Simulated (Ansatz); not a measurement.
`ClBCl` + `CC(=O)O` → `CC(=O)OBCl` + HCl  (ligand exchange at a B–Cl bond)

Computed with Ansatz on PBE0-D4/def2-TZVP structures; ΔE is electronic, products minus reactants. CBS: MP2 limit from def2 TZ/QZ plus the TZ coupled-cluster correction, frozen cores. This one scheme is used for every species. Functionals use def2-TZVPP. B3LYP here is the variant with VWN-RPA as its local correlation; programs differ in this. Each species was taken in one conformer, which may not be the lowest.

`ClBCl`:

```xyz
4

Cl    1.320    0.134   -1.019
B     0.028   -0.023    0.127
Cl   -1.625    0.122   -0.377
H     0.277   -0.232    1.268
```

`CC(=O)O`:

Z-matrix (Å, degrees):
```
C
C 1 1.495
H 1 1.092 2 109.8
H 1 1.092 2 109.8 3 117.7
H 1 1.087 2 109.6 3 -121.2
O 2 1.200 1 126.0 3 121.1
O 2 1.346 1 111.6 3 -58.9
H 7 0.968 2 106.4 1 180.0
```

`CC(=O)OBCl`:

Cartesian coordinates in Å:
```
C 0.382 0.873 1.373
C -0.355 -0.090 0.506
O -1.409 -0.592 0.734
O 0.375 -0.376 -0.630
B -0.207 -0.862 -1.760
Cl 0.865 -1.362 -3.042
H 0.572 1.796 0.821
H 1.355 0.452 1.636
H -0.195 1.080 2.270
H -1.383 -0.920 -1.908
```

HCl:

Z-matrix (Å, degrees):
```
Cl
H 1 1.279
```

| species | B3LYP-D4 energy (Eh) |
| --- | --- |
| `ClBCl` | -945.99745 |
| `CC(=O)O` | -229.19806 |
| `CC(=O)OBCl` | -714.36506 |
| HCl | -460.83661 |

(1) Work out ΔE.

Largest T1 diagnostic among the species: 0.015.

Results:

(1) ΔE = (-714.36506) + (-460.83661) − (-945.99745) − (-229.19806) = -0.00616 Eh = -16.2 kJ/mol. CCSD(T)/CBS gives -16.2 kJ/mol.

From PBE to PBE0 (25 % exact exchange), in def2-TZVPP and without D4, ΔE moves by −3.3 kJ/mol. Leaving LDA and LC-ωPBE aside and taking each functional with its dispersion term where it has one, the values, not all of them listed here, spread over 14.8 kJ/mol, from CAM-B3LYP-D4 to PBE-D4. LDA lies −6.2 kJ/mol from PBE without D4.
